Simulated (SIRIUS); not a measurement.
# PbS under changes of volume

One of the cells (27.197 Å³/atom); the others are scaled copies at fixed shape and fractional positions:

```
Pb S
1.0
     2.09373   -6.03098    0.00000
     2.09373    6.03098    0.00000
     0.00000    0.00000    4.30766
Pb S
2 2
Cartesian
  2.0937 4.4561 1.0769
  2.0937 -4.4561 3.2307
  2.0937 1.7514 1.0769
  2.0937 -1.7514 3.2307
```

Measurements of this composition are mostly on another form, of space group No. 225.

| Item | Value |
| --- | --- |
| Program | SIRIUS 7.12.0 |
| Functional | PBE |
| Potentials or basis | all-electron FP-LAPW |
| Cutoff | 161 eV |
| Basis | apw+lo standard |
| k mesh | 7 × 7 × 6 |
| Occupations | fermi-dirac, width 0.05 eV |
| Spin | no spin polarisation |

```tsv
volume (Å³/atom)	energy over the lowest point (meV/atom)	gap on the mesh (eV)
25.064	?	?
25.597	16.80	1.17
26.130	7.26	1.21
27.197	0.00	1.30
27.730	1.68	1.32
28.263	6.21	1.34
```

What does the run at 25.064 Å³/atom give?

Energy over the lowest point 30.95 meV/atom; gap on the mesh 1.11 eV.

Worked out: A Birch-Murnaghan fit of order 3 (a polynomial in V^(-2/3)) to the other rows has its minimum at 27.20 Å³/atom with B0 = V·E''(V) = 51 GPa and B' = 4.4 at fixed shape and positions, which overstates the stiffness. It gives 30.96 meV/atom at 25.064 Å³/atom, against the run's 30.95. A parabola through the other rows of the gap, of slope 3.03 eV per unit of ln V there, extrapolates to 1.11 eV, against the run's 1.11.

Energies are extrapolated to zero smearing.

Caveats: spin-orbit coupling is left out, which as a rule narrows the gap of such compounds by several tenths of an eV; an odd mesh through Γ misses points on the zone boundary, where band edges often lie.
